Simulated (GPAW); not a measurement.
Here is a GPAW 26.7.0 calculation.

The input run.py:

```python
from ase import Atoms
from ase.calculators.mixing import SumCalculator
from ase.filters import FrechetCellFilter
from ase.io import write
from ase.optimize import BFGS
from dftd3.ase import DFTD3
from gpaw import GPAW, PW, setup_paths

setup_paths.insert(0, '.')

atoms = Atoms(['Ti', 'B', 'B'],
              cell=[[3.0292, 0.0, 0.0],
                    [-1.5146, 2.6233641531, 0.0],
                    [0.0, 0.0, 3.2284]],
              scaled_positions=[[0.0, 0.0, 0.0],
                                [0.6666666667, 0.3333333333, 0.5],
                                [0.3333333333, 0.6666666667, 0.5]],
              pbc=True)

calc = GPAW(mode=PW(800),
            xc='PBEsol',
            kpts={'size': (7, 7, 6), 'gamma': True},
            occupations={'name': 'fermi-dirac', 'width': 0.05},
            nbands=20,
            convergence={'density': 1e-05, 'forces': 0.0001},
            maxiter=150,
            txt='gpaw.txt')
atoms.calc = SumCalculator([calc, DFTD3(method='pbesol', damping='d3bj')])
opt = BFGS(FrechetCellFilter(atoms), trajectory='relax.traj', logfile='-')
done = opt.run(fmax=0.02, steps=60)
calc.write('gs.gpw')
write('result.traj', atoms)
print('Converged:', done)
print('Cell:', atoms.cell.cellpar().round(4))
print('Volume:', round(atoms.get_volume(), 4))
print(atoms.get_scaled_positions().round(5))
```

Potentials or basis: PAW data sets generated in the run's folder for this functional, pw.

The run is started by

```bash
$ gpaw-setup -f PBEsol B Ti
$ OMP_NUM_THREADS=1 python run.py
```

(1) What does it give for the space group after relaxing (to 0.05 Å)?

(2) What does it give for the dispersion energy per atom?

(3) What does it give for the relaxed volume?

Answers

(1) P6/mmm (No. 191).

(2) -0.386 eV.

(3) 8.16 Å³/atom.

Caveat: later steps reuse the first step's grids; pairwise dispersion overbinds metals, which lowers pressure and volume.
